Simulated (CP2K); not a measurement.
**Nb under changes of volume**

One of the cells (20.116 Å³/atom); the others are scaled copies at fixed shape and fractional positions:

```
CELL_PARAMETERS angstrom
2.71964 0.00000 0.00000
0.00000 2.71964 0.00000
0.00000 0.00000 2.71964
ATOMIC_POSITIONS crystal
Nb 0.50000 0.50000 0.50000
```

The cell was built by a generator and needn't be a form met in nature.

| Property | Result |
| --- | --- |
| Program | CP2K 2026.2 |
| Functional | PBEsol |
| Potentials or basis | POTENTIAL_UZH Nb GTH-PBE-q13; TZVP-MOLOPT-PBE-GTH basis |
| Density cutoff | 6123 eV |
| k mesh | 10 × 10 × 10 |
| Occupations | fermi-dirac, width 0.05 eV |
| Spin | no spin polarisation |

| volume (Å³/atom) | energy over the lowest point (meV/atom) | pressure (GPa) |
| --- | --- | --- |
| 18.909 | 10.11 | 5.1 |
| 19.311 | 1.33 | 2.0 |
| 19.713 | 0.00 | -0.8 |
| 20.116 | 5.37 | -3.3 |
| 20.518 | 16.73 | -5.6 |
| 20.920 | 33.42 | -7.7 |
| 21.323 | ? | ? |

Question: What does the run at 21.323 Å³/atom give?

Answer: Energy over the lowest point 55.12 meV/atom; pressure -9.5 GPa.

Worked out: A Birch-Murnaghan fit of order 3 (a polynomial in V^(-2/3)) to the other rows has its minimum at 19.59 Å³/atom with B0 = V·E''(V) = 134 GPa and B' = 4.4. It gives 54.97 meV/atom at 21.323 Å³/atom, against the run's 55.12, and -dE/dV = -9.5 GPa, against -9.5.

Energies are extrapolated to zero smearing.

Caveats: the potentials were made for another functional, which shifts forces and pressure; the basis of atomic orbitals isn't converged, which shifts pressures, moduli and gaps.
